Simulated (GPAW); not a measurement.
# InP (F-43m) in GPAW: a series of runs

The runs below take InP through equation of state, band structure, with PBEsol+D3(BJ), vdW-DF2, revTPSS, vdW-DF-cx, PBE.

Everything below comes from runs of GPAW 26.7.0. Logs are shortened: lines on timing, memory, paths and dates and some standing lists are left out, and cuts for length are marked. The log counts tension as positive stress, the text compression.

**Experimental background.**

From a printed reference work, data compilation, for a bulk crystal of InP: bulk modulus 71 GPa; band gap 1.4236 eV (direct) at 1.6 K.

The results are compared with them further down.

## Step 1: The structure

The structure is cubic, space group F-43m (No. 216). Conventional cell: a = 5.861 Å, b = 5.861 Å, c = 5.861 Å, α = 90.00°, β = 90.00°, γ = 90.00°. Around In (site symmetry -43m) lie 4 P at 2.54 Å. Around P (site symmetry -43m) lie 4 In at 2.54 Å.

## Step 2: Equation of state, PBEsol+D3(BJ)

run.py reads:

```python
import spglib
from ase import Atoms
from ase.calculators.mixing import SumCalculator
from ase.eos import EquationOfState
from ase.io import Trajectory, read
from ase.units import GPa
from dftd3.ase import DFTD3
from gpaw import GPAW, PW, setup_paths

setup_paths.insert(0, '.')

atoms = read('InP.cif')
cell, positions, numbers = spglib.find_primitive(
    (atoms.cell[:], atoms.get_scaled_positions(), atoms.numbers), symprec=1e-4)
atoms = Atoms(numbers, cell=cell, scaled_positions=positions, pbc=True)

traj = Trajectory('eos.traj', 'w')
volumes, energies = [], []
for x in [0.94, 0.96, 0.98, 1.0, 1.02, 1.04, 1.06]:
    a = atoms.copy()
    a.set_cell(atoms.cell * x**(1 / 3), scale_atoms=True)
    calc = GPAW(mode=PW(600),
                xc='PBEsol',
                kpts={'size': (6, 6, 6), 'gamma': True},
                occupations={'name': 'fermi-dirac', 'width': 0.05},
                nbands=18,
                convergence={'density': 1e-05, 'energy': 1e-05},
                maxiter=150,
                txt=f'eos-{x:.2f}.txt')
    a.calc = SumCalculator([calc, DFTD3(method='pbesol', damping='d3bj')])
    energies.append(a.get_potential_energy())
    volumes.append(a.get_volume())
    p = -a.get_stress()[:3].mean() / GPa
    calc.write(f'eos-{x:.2f}.gpw')
    traj.write(a)
    print(f'{x:.2f} {volumes[-1]:10.4f} A^3 {energies[-1]:14.6f} eV {p:9.3f} GPa', flush=True)

v0, e0, B = EquationOfState(volumes, energies, eos='birchmurnaghan').fit()
print(f'V0 = {v0:.4f} A^3, E0 = {e0:.6f} eV, B0 = {B / GPa:.2f} GPa')
```

InP.cif reads:

```cif
data_InP
_cell_length_a 5.86100000
_cell_length_b 5.86100000
_cell_length_c 5.86100000
_cell_angle_alpha 90.00000000
_cell_angle_beta 90.00000000
_cell_angle_gamma 90.00000000
_space_group_name_H-M_alt 'F-43m'
_space_group_name_Hall 'F -4 2 3'
_space_group_IT_number 216
loop_
_space_group_symop_operation_xyz
'x,y,z'
'y,-x,-z'
'-x,-y,z'
'-y,x,-z'
'x,-y,-z'
'y,x,z'
'-x,y,-z'
'-y,-x,z'
'z,x,y'
'-z,y,-x'
'z,-x,-y'
'-z,-y,x'
'-z,x,-y'
'z,y,x'
'-z,-x,y'
'z,-y,-x'
'y,z,x'
'-x,-z,y'
'-y,z,-x'
'x,-z,-y'
'-y,-z,x'
'x,z,y'
'y,-z,-x'
'-x,z,-y'
'x,y+1/2,z+1/2'
'y,-x+1/2,-z+1/2'
'-x,-y+1/2,z+1/2'
'-y,x+1/2,-z+1/2'
'x,-y+1/2,-z+1/2'
'y,x+1/2,z+1/2'
'-x,y+1/2,-z+1/2'
'-y,-x+1/2,z+1/2'
'z,x+1/2,y+1/2'
'-z,y+1/2,-x+1/2'
'z,-x+1/2,-y+1/2'
'-z,-y+1/2,x+1/2'
'-z,x+1/2,-y+1/2'
'z,y+1/2,x+1/2'
'-z,-x+1/2,y+1/2'
'z,-y+1/2,-x+1/2'
'y,z+1/2,x+1/2'
'-x,-z+1/2,y+1/2'
'-y,z+1/2,-x+1/2'
'x,-z+1/2,-y+1/2'
'-y,-z+1/2,x+1/2'
'x,z+1/2,y+1/2'
'y,-z+1/2,-x+1/2'
'-x,z+1/2,-y+1/2'
'x+1/2,y,z+1/2'
'y+1/2,-x,-z+1/2'
'-x+1/2,-y,z+1/2'
'-y+1/2,x,-z+1/2'
'x+1/2,-y,-z+1/2'
'y+1/2,x,z+1/2'
'-x+1/2,y,-z+1/2'
'-y+1/2,-x,z+1/2'
'z+1/2,x,y+1/2'
'-z+1/2,y,-x+1/2'
'z+1/2,-x,-y+1/2'
'-z+1/2,-y,x+1/2'
'-z+1/2,x,-y+1/2'
'z+1/2,y,x+1/2'
'-z+1/2,-x,y+1/2'
'z+1/2,-y,-x+1/2'
'y+1/2,z,x+1/2'
'-x+1/2,-z,y+1/2'
'-y+1/2,z,-x+1/2'
'x+1/2,-z,-y+1/2'
'-y+1/2,-z,x+1/2'
'x+1/2,z,y+1/2'
'y+1/2,-z,-x+1/2'
'-x+1/2,z,-y+1/2'
'x+1/2,y+1/2,z'
'y+1/2,-x+1/2,-z'
'-x+1/2,-y+1/2,z'
'-y+1/2,x+1/2,-z'
'x+1/2,-y+1/2,-z'
'y+1/2,x+1/2,z'
'-x+1/2,y+1/2,-z'
'-y+1/2,-x+1/2,z'
'z+1/2,x+1/2,y'
'-z+1/2,y+1/2,-x'
'z+1/2,-x+1/2,-y'
'-z+1/2,-y+1/2,x'
'-z+1/2,x+1/2,-y'
'z+1/2,y+1/2,x'
'-z+1/2,-x+1/2,y'
'z+1/2,-y+1/2,-x'
'y+1/2,z+1/2,x'
'-x+1/2,-z+1/2,y'
'-y+1/2,z+1/2,-x'
'x+1/2,-z+1/2,-y'
'-y+1/2,-z+1/2,x'
'x+1/2,z+1/2,y'
'y+1/2,-z+1/2,-x'
'-x+1/2,z+1/2,-y'
loop_
_atom_site_label
_atom_site_type_symbol
_atom_site_symmetry_multiplicity
_atom_site_Wyckoff_symbol
_atom_site_fract_x
_atom_site_fract_y
_atom_site_fract_z
_atom_site_occupancy
In1 In 4 a 0.0000000000 0.0000000000 0.0000000000 1
P1 P 4 c 0.2500000000 0.2500000000 0.2500000000 1
```

Potentials or basis: PAW data sets generated in the run's folder for this functional, pw.

The run is started by

```console
> gpaw-setup -f PBEsol In P
> OMP_NUM_THREADS=1 python run.py
```

Log:

```text
__  _  _
 | _ |_)|_||  |
 |__||  | ||/\| - 26.7.0

Input parameters:
  mode=PW(ecut=600.0),
  convergence={'density': 1e-05, 'energy': 1e-05},
  kpts=MonkhorstPack(size=(6, 6, 6), gamma=True),
  maxiter=150,
  nbands=18,
  occupations=Occupations(name='fermi-dirac', width=0.05),
  xc=XC(name='PBEsol')

Diagonalizing LCAO Hamiltonian
Converting LCAO to pw mode

           P

       In

Atoms  # Å, Bohr magnetons
|   | symbol |        x |        y |        z |    initial magnetic moments |
|---|--------|----------|----------|----------|-----------------------------|
| 0 |     In | 0.000000 | 0.000000 | 0.000000 | ( 0.0000,  0.0000,  0.0000) |
| 1 |      P | 1.435339 | 1.435339 | 1.435339 | ( 0.0000,  0.0000,  0.0000) |

Unit cell  # Å
| periodic |        x |        y |        z |  lengths |    angles |
|----------|----------|----------|----------|----------|-----------|
|      yes | 0.000000 | 2.870677 | 2.870677 | 4.059750 | 60.000000 |
|      yes | 2.870677 | 0.000000 | 2.870677 | 4.059750 | 60.000000 |
|      yes | 2.870677 | 2.870677 | 0.000000 | 4.059750 | 60.000000 |

Number of symmetries: 24
Symmetry operations  # r_c * U_cc + t_c -> r_c
|    | kind |            matrix            |
|----|------|------------------------------|
|  0 |  E   |  1, 0, 0,  0, 1, 0,  0, 0, 1 |
|  1 |  σ   |  1, 0, 0,  0, 0, 1,  0, 1, 0 |
|  2 |  σ   |  1, 0,-1,  0, 1,-1,  0, 0,-1 |
|  3 |  C3  |  1, 0,-1,  0, 0,-1,  0, 1,-1 |
|  4 |  C3  |  1,-1, 0,  0,-1, 1,  0,-1, 0 |
|  5 |  σ   |  1,-1, 0,  0,-1, 0,  0,-1, 1 |
|  6 |  σ   |  0, 1, 0,  1, 0, 0,  0, 0, 1 |
|  7 |  C3  |  0, 1, 0,  0, 0, 1,  1, 0, 0 |
|  8 |  C2  |  0, 1,-1,  1, 0,-1,  0, 0,-1 |
|  9 |  S4  |  0, 1,-1,  0, 0,-1,  1, 0,-1 |
| 10 |  C3  |  0, 0, 1,  1, 0, 0,  0, 1, 0 |
| 11 |  σ   |  0, 0, 1,  0, 1, 0,  1, 0, 0 |
| 12 |  S4  |  0, 0,-1,  1, 0,-1,  0, 1,-1 |
| 13 |  C3  |  0, 0,-1,  0, 1,-1,  1, 0,-1 |
| 14 |  S4  |  0,-1, 1,  1,-1, 0,  0,-1, 0 |
| 15 |  C2  |  0,-1, 1,  0,-1, 0,  1,-1, 0 |
| 16 |  C3  |  0,-1, 0,  1,-1, 0,  0,-1, 1 |
| 17 |  S4  |  0,-1, 0,  0,-1, 1,  1,-1, 0 |
| 18 |  S4  | -1, 1, 0, -1, 0, 1, -1, 0, 0 |
| 19 |  C3  | -1, 1, 0, -1, 0, 0, -1, 0, 1 |
| 20 |  C3  | -1, 0, 1, -1, 1, 0, -1, 0, 0 |
| 21 |  S4  | -1, 0, 1, -1, 0, 0, -1, 1, 0 |
| 22 |  σ   | -1, 0, 0, -1, 1, 0, -1, 0, 1 |
| 23 |  C2  | -1, 0, 0, -1, 0, 1, -1, 1, 0 |

BZ-sampling:
  Number of BZ points: 216
  Number of IBZ points: 16

  Monkhorst-Pack size: [6, 6, 6]
  Monkhorst-Pack shift: [0.08333333333333333, 0.08333333333333333, 0.08333333333333333]

K-points  # in reciprocal-cell coordinates
|     |                                coordinates |     weight |
|-----|--------------------------------------------|------------|
|   0 | (  0.00000000,   0.00000000,   0.00000000) | 0.00462963 |
|   1 | (  0.16666667,   0.16666667,   0.00000000) | 0.02777778 |
|   2 | (  0.16666667,   0.16666667,   0.16666667) | 0.03703704 |
|   3 | (  0.33333333,   0.16666667,   0.16666667) | 0.05555556 |
|   4 | (  0.33333333,   0.33333333,  -0.33333333) | 0.05555556 |
|   5 | (  0.33333333,   0.33333333,   0.00000000) | 0.02777778 |
|   6 | (  0.33333333,   0.33333333,   0.16666667) | 0.11111111 |
|   7 | (  0.33333333,   0.33333333,   0.33333333) | 0.03703704 |
|   8 | (  0.50000000,   0.33333333,  -0.33333333) | 0.11111111 |
|   9 | (  0.50000000,   0.33333333,  -0.16666667) | 0.05555556 |
| ... |                                            |            |
|  15 | (  0.50000000,   0.50000000,   0.50000000) | 0.01851852 |

Plane wave coefficients: 1596
Cutoff: 600.0 eV

Spin-components: 1 (collinear spins)
Bands:           18
Projectors:      11
Spin-degeneracy: 2
Datatype:        complex128

Parallelization:
  kpt:    1
  domain: 1
  band:   1

Density:
  Valence electrons: 18.0
  Components: 1
  Grid points: [24 24 24]
  Charge: 0.0  # |e|

Potential:
  Grid points: [24 24 24]

species:
  In:
    name:    Indium
    Z:       49.0
    valence: 13
    core:    36
    charge:  0.0  # [|e|]
    compensation charges:
      type: gauss
      rc: 0.36  # [Å]
      lmax: 2
    cutoffs:
      filter: 2.09  # [Å]
      core: 2.48  # [Å]
    projectors
    | kind |    occ | energy [eV] | rcut [Å] |
    |------|--------|-------------|----------|
    |   5s |  2.000 |      -8.248 |    1.185 |
    |   5p |  1.000 |      -2.521 |    1.244 |
    |   4d | 10.000 |     -18.596 |    1.148 |
    |    s |        |      18.964 |    1.185 |
    |    p |        |      24.691 |    1.244 |
    |    d |        |       8.615 |    1.148 |

    Using partial waves for In as LCAO basis

  P:
    name:    Phosphorus
    Z:       15.0
    valence: 5
    core:    10
    charge:  0.0  # [|e|]
    compensation charges:
      type: gauss
      rc: 0.30  # [Å]
      lmax: 2
    cutoffs:
      filter: 1.69  # [Å]
      core: 1.81  # [Å]
    projectors
    | kind |    occ | energy [eV] | rcut [Å] |
    |------|--------|-------------|----------|
    |   3s |  2.000 |     -13.916 |    0.953 |
    |   3p |  3.000 |      -5.479 |    0.953 |
    |    s |        |      13.296 |    0.953 |
    |    p |        |      21.732 |    0.953 |
    |    d |        |       0.000 |    0.953 |

    Using partial waves for P as LCAO basis

Reference energy: -169189.500966  # eV

eigensolver:
  PPCG
  Converge bands: occupied
  niter=2

density mixing:
  MSR1-Mixer
  Pratt-step length: 0.05
  Maximum mixing coefficient: 0.75
  Old densities: 10
  SVD Regularization: 0.005
  Good broyden scale: 1.0
  Trust region scale: 1.0
  Backstep threshold: 4.0
  History deletion threshold: 6.0
  Fourier metric: weight=20.0, sigma=0.015

occupation numbers:
  Fermi-Dirac:
    width: 0.0500  # eV

poisson solver:
  ecut: 4800.0  # eV

xc functional:
  name: PBEsol with 2 nearest neighbor stencil

convergence criteria:
- Maximum integral of absolute [dens]ity change: 1e-05 electrons / valence electron
- Maximum [total energy] change in last 3 cyles: 1e-05 eV / valence electron
- Maximum integral of absolute [eigenst]ate change: 4e-08 eV^2 / valence electron
maximum number of iterations: 150

SCF iterations
|iter     | |      energy | eigst |  dens |
|---------|-|-------------|-------|-------|
|iter:   1| |   -9.697364 | -0.23 |       |
|iter:   2| |   -9.621927 | -2.21 | -1.13 |
|iter:   3| |   -9.321538 | -1.79 | -1.17 |
|iter:   4| |   -9.318270 | -3.23 | -1.77 |
|iter:   5| |   -9.317981 | -4.06 | -2.28 |
|iter:   6| |   -9.318007 | -5.53 | -3.06 |
|iter:   7| |   -9.318010c| -6.52 | -3.61 |
|iter:   8| |   -9.318010c| -8.29c| -4.62 |
|iter:   9| |   -9.318010c| -8.62c| -5.35c|

Converged in 9 steps
Energy contributions relative to reference atoms: (reference = -169189.500966)

Energy contributions:
  Kinetic:          25.402247
  Coulomb:         -22.716004
  Zero:              0.121876
  External:          0.000000
  Xc:              -12.126129
  Entropy:          -0.000001
  Spinorbit:         0.000000
  ----------------------------
  Free energy:      -9.318011
  Extrapolated:     -9.318010

dipole moment: (-22.233656, -22.233656, -22.233656)  # |e|*Ang

Fermi level: 6.007
Eigenvalues  # (at kpt = [0.000, 0.000, 0.000])
| band index |      eig [eV] | occ [0-2] |
|------------|---------------|-----------|
|          0 |        -8.719 |     2.000 |
|          1 |        -8.719 |     2.000 |
|          2 |        -8.719 |     2.000 |
|          3 |        -8.530 |     2.000 |
|          4 |        -8.530 |     2.000 |
|          5 |        -6.488 |     2.000 |
[... 10 lines left out ...]
|         16 |        16.700 |     0.000 |
|         17 |        16.700 |     0.000 |

Gap: 0.935 eV
Transition (v -> c):
  (s=0, k=0, n=8, [0.00, 0.00, 0.00]) -> (s=0, k=0, n=9, [0.00, 0.00, 0.00])
No difference between direct/indirect transitions

Stress tensor  # eV/Ang^3
|         x |         y |         z |
|-----------|-----------|-----------|
| -0.033201 | -0.000000 | -0.000000 |
| -0.000000 | -0.033201 |  0.000000 |
| -0.000000 |  0.000000 | -0.033201 |

# Writing to eos-0.94.gpw (mode='')
```

It took 56 s on 1 thread of Arm Neoverse V2, shared host; peak memory 0.25 GiB.

What came out:

| Item | Value |
| --- | --- |
| Equilibrium volume | 24.63 Å³/atom |
| Bulk modulus | 73 GPa |
| Pressure derivative of the bulk modulus | 4.7 |

Energy against volume, from the lowest point:
```tsv
volume (Å³/atom)	energy (meV/atom)
23.657	9.42
24.160	2.12
24.663	0.00
25.167	2.54
25.670	9.24
26.173	19.62
26.677	33.26
```

[end of part 1 of 3]
